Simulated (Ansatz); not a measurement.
# BN: the cost of one run

Program: Ansatz 0.2.0. Level of theory: DFT PBE+D3(BJ), scalar-relativistic, plane waves, PAW. These are calculated values, not measurements.

2 further runs of the same task are left out: 1 that didn't finish, 1 set aside as unsound or not needed. Runs told in other sessions of the task aren't counted.

## 1. The structure to begin with

It takes space group P6_3/mmc (No. 194, hexagonal). The conventional cell has a = 2.506 Å, b = 2.506 Å, c = 6.617 Å, α = 90.00°, β = 90.00°, γ = 120.00°. Around B (site symmetry -6m2) lie 3 N at 1.45 Å. Around N (site symmetry -6m2) lie 3 B at 1.45 Å.

As a file:

```
B N
1.0
     2.50644    0.00000    0.00000
    -1.25322    2.17064    0.00000
     0.00000    0.00000    6.61685
B N
2 2
Direct
  0.33333 0.66667 0.25000
  0.66667 0.33333 0.75000
  0.33333 0.66667 0.75000
  0.66667 0.33333 0.25000
```

It is the result of an earlier relaxation at this level (volume 9.00 Å³/atom; gap on the mesh: 4.27 eV).

## 2. Zero of energy

The reference gives a free energy of -1085.3722 eV, pressure -0.01 GPa, largest force 0.000 eV/Å and gap on the mesh 4.27 eV. It was computed beforehand with the settings of the runs below.

## 3. Next: a frozen normal mode

Mode 9 of the phonon run on this cell, counted from the lowest, is frozen in: each atom moves by x times its row below, so x is the largest displacement.

```
atom      ux      uy     uz
  B1   0.000   0.000  0.000
  B2   0.707   0.707  0.000
  N3  -0.546  -0.546  0.000
  N4   0.000   0.000  0.000
```

## 4. x = -0.300 Å

input.yaml

```yaml
crystal:
  lattice:
    - [2.5064381127, 0.0, 0.0]
    - [-1.2532190564, 2.1706390786, 0.0]
    - [0.0, 0.0, 6.616847452]
  atoms:
    - { symbol: B, position: [0.333262699, 0.6666149588, 0.25] }
    - { symbol: B, position: [0.5331678502, 0.235605417, 0.75] }
    - { symbol: "N", position: [0.436424512, 0.7421346473, 0.75] }
    - { symbol: "N", position: [0.6666586438, 0.3333274602, 0.25] }
basis:
  ecutwfc: 420
kpoints:
  mp_grid: { grid: [12, 12, 4] }
hamiltonian:
  xc: pbe
  dispersion: d3bj
scf:
  occupations: { method: gaussian, width: 0.05 }
output:
  forces: true
  stress: true
  eigenvalues: true
  write_density: true
  write_potential: true
  elf: true
  volumetric_format: npy
```

The run is started by

```bash
ansatz run input.yaml --threads 2 --pin off --max-ram 5120MiB --backend cpu --events-out ev --progress --plain --runs-dir out
```

What time and memory should one allow on 2 threads of Arm Neoverse V1, shared host?

About 8.6 s, with a peak of 0.39 GiB.
